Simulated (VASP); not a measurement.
Cs: relaxation of cell and atoms with PBE

Crystal: Cs.

```
Cs
1.0
    -2.75008    2.75008    4.09724
     2.75008   -2.75008    4.09724
     2.75008    2.75008   -4.09724
Cs
1
Direct
  0.00000 0.00000 0.00000
```

This isn't the form of Cs at room conditions, which is bcc.

```
Program                : VASP 6.6.1
Task                   : relaxation of cell and atoms
Functional             : PBE
Potentials or basis    : VASP PAW PBE potentials, release 64 (Cs_sv)
Cutoff                 : 600 eV
k mesh                 : 12 × 12 × 12
Occupations            : gaussian, width 0.1 eV
Spin                   : no spin polarisation
Dipole correction      : no
Further INCAR settings : ALGO = Normal; EDIFF = 1e-06; IBRION = 2; EDIFFG = -0.005; NSW = 100; ISIF = 3
```

```json
{"Relaxed volume": "117.39 Å³/atom", "Relaxed cell": "a = 5.467 Å, b = 5.467 Å, c = 5.467 Å, α = 118.88°, β = 118.88°, γ = 91.95°", "Space group after relaxing (to 0.05 Å)": "I4/mmm (No. 139)", "Energy gained by relaxing": "2.3 meV/atom", "Ionic steps": "12", "Pressure after relaxing": "0.0 GPa", "Band gap on the k mesh": "none (metal or under the smearing width)"}
```

Step by step:
```tsv
step	energy change (eV)	largest force (eV/Å)	pressure (GPa)	volume (Å³)
1	0.0000	0.0000	-0.10	123.95
2	-0.0008	0.0000	-0.08	122.59
3	-0.0021	0.0000	-0.02	118.58
4	-0.0022	0.0000	0.00	117.08
5	-0.0022	0.0000	0.00	117.21
6	-0.0022	0.0000	-0.01	117.89
7	-0.0022	0.0000	0.00	117.34
8	-0.0022	0.0000	0.00	117.35
9	-0.0023	0.0000	0.00	117.37
10	-0.0024	0.0000	0.00	117.40
11	-0.0025	0.0000	0.00	117.43
12	-0.0023	0.0000	0.00	117.39
```

Final structure:
```cif
data_structure
_symmetry_space_group_name_H-M 'P 1'
_symmetry_Int_Tables_number 1
_cell_length_a 5.4665
_cell_length_b 5.4665
_cell_length_c 5.4665
_cell_angle_alpha 118.880
_cell_angle_beta 118.880
_cell_angle_gamma 91.952
_cell_volume 117.39
loop_
_atom_site_label
_atom_site_type_symbol
_atom_site_fract_x
_atom_site_fract_y
_atom_site_fract_z
_atom_site_occupancy
Cs1 Cs 0.00000 0.00000 0.00000 1
```

Levels at points of the mesh, in eV from the Fermi level:
| k point | band 3 | band 4 | band 5 | band 6 | band 7 | band 8 |
| --- | --- | --- | --- | --- | --- | --- |
| (0.00, 0.00, 0.00) | -10.60 | -10.60 | -1.65 | 2.41 | 2.41 | 2.52 |
| (0.50, 0.00, 0.00) | -10.62 | -10.62 | -0.01 | 0.75 | 2.23 | 2.38 |
| (0.50, 0.50, 0.00) | -10.65 | -10.64 | 0.27 | 1.09 | 1.35 | 4.07 |
| (0.50, 0.50, 0.50) | -10.65 | -10.65 | 0.33 | 1.02 | 1.54 | 3.86 |

Run time: 12 min on 1 thread of AMD EPYC 9R45 96-Core Processor (Zen 5) (shared host), peak memory 0.44 GiB.

Spin-orbit coupling is left out, which matters for the levels of Cs.
